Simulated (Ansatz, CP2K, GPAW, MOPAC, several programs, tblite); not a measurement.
# TePb: cheap methods against density-functional theory

How much accuracy does each second buy? TePb is computed with 11 methods, from the cheapest up to r2SCAN.

Computed with MOPAC, tblite, CP2K, GPAW, Ansatz (versions at each run) (no spin polarisation, static lattice; gaps from single points on the cell relaxed beforehand with r²SCAN, unless a step's input says otherwise).

## (1) The structure to begin with

It takes space group P6_3mc (No. 186, hexagonal). The conventional cell has a = 5.498 Å, b = 5.498 Å, c = 6.575 Å, α = 90.00°, β = 90.00°, γ = 120.00°. Pb (site symmetry 3m) has 5 Te at 3.17 to 3.29 Å as nearest neighbours. Around Te (site symmetry 3m) lie 5 Pb at 3.17 to 3.29 Å.

Structure file:

```xyz
4
Lattice="5.4984 0.0000 0.0000 -2.7492 4.7618 0.0000 0.0000 0.0000 6.5754" Properties=species:S:1:pos:R:3 pbc="T T T"
Pb    0.0000    3.1745   -0.4079
Pb    2.7492    1.5873    2.8797
Te    0.0000    3.1745    2.8737
Te    2.7492    1.5873    6.1614
```

The structure type (wurtzite) is imposed and need not be the compound's stable one.

**Question.** The methods are PM6, PM7, GFN1-xTB (tblite), GFN2-xTB (tblite), PBE/DZVP, PBE/single-zeta, PBE/SZV, coarse PBE, GLLB-SC, PBE, r2SCAN. What gap does r2SCAN give on this cell, and which other methods (full PBE left aside) come nearest to r2SCAN and farthest in gap, volume and bulk modulus?

| quantity | value |
| --- | --- |
| r2SCAN | gap 1.38 eV, 43.04 Å³/atom, B₀ 32 GPa |
| gap: nearest and farthest of the other methods | PBE/single-zeta (-0.22 eV), PM7 (+4.84 eV) |
| volume: nearest and farthest of the other methods | PBE/DZVP (+2.2 %), PBE/SZV (+4.9 %) |
| bulk modulus: nearest and farthest of the other methods | PBE/SZV (+6 %), PBE/DZVP (-9 %) |

What this shows: For the gap, of the 9 methods compared (full PBE left aside), PBE/single-zeta comes nearest to r2SCAN and PM7 is farthest. For the volume, of the 2 methods compared (full PBE left aside), PBE/DZVP comes nearest to r2SCAN and PBE/SZV is farthest. For the bulk modulus, of the 2 methods compared (full PBE left aside), PBE/SZV comes nearest to r2SCAN and PBE/DZVP is farthest. A minimal basis or a coarse cutoff and mesh shifts results by its own error, so closeness to r2SCAN can be chance. Cluster runs see only the k-points that fold onto the zone centre, so their gaps can miss the band edges. GLLB-SC is compared with its derivative discontinuity added. No volume is given for PM6, PM7, GFN1-xTB (tblite), GFN2-xTB (tblite), PBE/single-zeta, coarse PBE, which can hide a larger miss. CPU times run from 0.69 s (PM6) to 2.1 min (GLLB-SC). On this cell GLLB-SC cost more than r2SCAN itself (29 s), so it is no saving here. r2SCAN is a yardstick, not the truth: it usually gives gaps below the measured ones. Spin-orbit coupling is left out throughout.
